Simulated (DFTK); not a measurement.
Crystal: Ir.

```
Ir
1.0
     0.00000    1.91560    1.91560
     1.91560    0.00000    1.91560
     1.91560    1.91560    0.00000
Ir
1
Direct
  0.00000 0.00000 0.00000
```

```yaml
Program: DFTK 0.8.2
Task: single point
Functional: PBE
Potentials_or_basis: dojo.nc.sr.pbe.v0_4_1.standard.upf (PBE)
Cutoff: 1088 eV
k_mesh: 12 × 12 × 12
Occupations: fermi-dirac, width 0.05 eV
Spin: no spin polarisation
```

On this cell: pressure 10.4 GPa; band gap on the k mesh none (metal or under the smearing width).

The same run follows on a disturbed copy (cell strained at random at fixed volume):

```
CELL_PARAMETERS angstrom
-0.00903 1.95837 1.93892
1.89839 0.02290 1.90699
1.89968 1.92773 0.02161
ATOMIC_POSITIONS crystal
Ir 0.99766 0.99684 0.98575
```

Q: What does the disturbed cell give?

A: The energy (extrapolated to zero smearing) moves by +13.0 meV/atom; pressure 10.8 GPa; band gap on the k mesh none (metal or under the smearing width).

Stress tensor (GPa, compression positive):
```
12.95  1.25  1.76
 1.25  7.66 -8.44
 1.76 -8.44 11.72
```
